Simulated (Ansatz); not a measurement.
# SiO2: the cost of one run

Program: Ansatz 0.2.0. Level of theory: DFT LDA, scalar-relativistic, plane waves, PAW. These are calculated values, not measurements.

1 further run of the same task is left out (set aside as unsound or not needed). Runs told in other sessions of the task aren't counted.

**1. Starting point**

The structure is tetragonal, space group I4/mmm (No. 139). The conventional cell has a = 8.911 Å, b = 8.911 Å, c = 5.215 Å, α = 90.00°, β = 90.00°, γ = 90.00°. Si (site symmetry m2m) has 4 O at 1.60 Å in its first shell of neighbours. O (site symmetry 2/m) is surrounded by 2 Si at 1.60 Å. O (site symmetry m2m) is surrounded by 2 Si at 1.60 Å.

As a file:

```cif
data_structure
_symmetry_space_group_name_H-M 'P 1'
_symmetry_Int_Tables_number 1
_cell_length_a 6.8190
_cell_length_b 6.8190
_cell_length_c 6.8190
_cell_angle_alpha 98.407
_cell_angle_beta 98.407
_cell_angle_gamma 135.039
_cell_volume 207.02
loop_
_atom_site_label
_atom_site_type_symbol
_atom_site_fract_x
_atom_site_fract_y
_atom_site_fract_z
_atom_site_occupancy
Si1 Si 0.17694 0.17694 0.35387 1
Si2 Si 0.82306 0.17694 0.00000 1
Si3 Si 0.17694 0.82306 0.00000 1
Si4 Si 0.82306 0.82306 0.64613 1
O1 O 0.50000 0.50000 0.50000 1
O2 O 0.00000 0.50000 0.00000 1
O3 O 0.50000 0.00000 0.00000 1
O4 O 0.00000 0.00000 0.50000 1
O5 O 0.00000 0.20894 0.20894 1
O6 O 0.79106 0.00000 0.79106 1
O7 O 0.20894 0.00000 0.20894 1
O8 O 0.00000 0.79106 0.79106 1
```

It goes back to an entry of the Materials Project, which need not be the stable form.

It is the result of an earlier relaxation at this level (volume 17.25 Å³/atom; gap on the mesh: 5.35 eV).

**2. Point at V/V0 = 0.97**

Input file input.yaml:

```yaml
crystal:
  lattice:
    - [-4.4103232849, 4.4103232849, 2.5810234232]
    - [4.4103232849, -4.4103232849, 2.5810234232]
    - [4.4103232849, 4.4103232849, -2.5810234232]
  atoms:
    - { symbol: Si, position: [0.1769371916, 0.1769371916, 0.3538743832] }
    - { symbol: Si, position: [0.8230628084, 0.1769371916, 0.0] }
    - { symbol: Si, position: [0.1769371916, 0.8230628084, 0.0] }
    - { symbol: Si, position: [0.8230628084, 0.8230628084, 0.6461256168] }
    - { symbol: O, position: [0.5, 0.5, 0.5] }
    - { symbol: O, position: [0.0, 0.5, 0.0] }
    - { symbol: O, position: [0.5, 0.0, 0.0] }
    - { symbol: O, position: [0.0, 0.0, 0.5] }
    - { symbol: O, position: [0.0, 0.2089418894, 0.2089418894] }
    - { symbol: O, position: [0.7910581106, 0.0, 0.7910581106] }
    - { symbol: O, position: [0.2089418894, 0.0, 0.2089418894] }
    - { symbol: O, position: [0.0, 0.7910581106, 0.7910581106] }
basis:
  ecutwfc: 420
kpoints:
  mp_grid: { grid: [6, 6, 6] }
hamiltonian:
  xc: lda
scf:
  occupations: { method: gaussian, width: 0.02 }
output:
  forces: true
  stress: true
  eigenvalues: true
relax:
  adjacent_minimum: "off"
  f_tol: 0.01
  max_steps: 30
  cell: { stress_tol: 0.1, fix: [volume] }
```

The run is started by

```
> ansatz run input.yaml --threads 2 --pin off --max-ram 5120MiB --backend cpu --events-out ev --progress --plain --runs-dir out
```

**Question.** How long does this run take on 2 threads of Arm Neoverse V2, shared host, and how much memory does it need?

About 45 s, with a peak of 0.54 GiB.
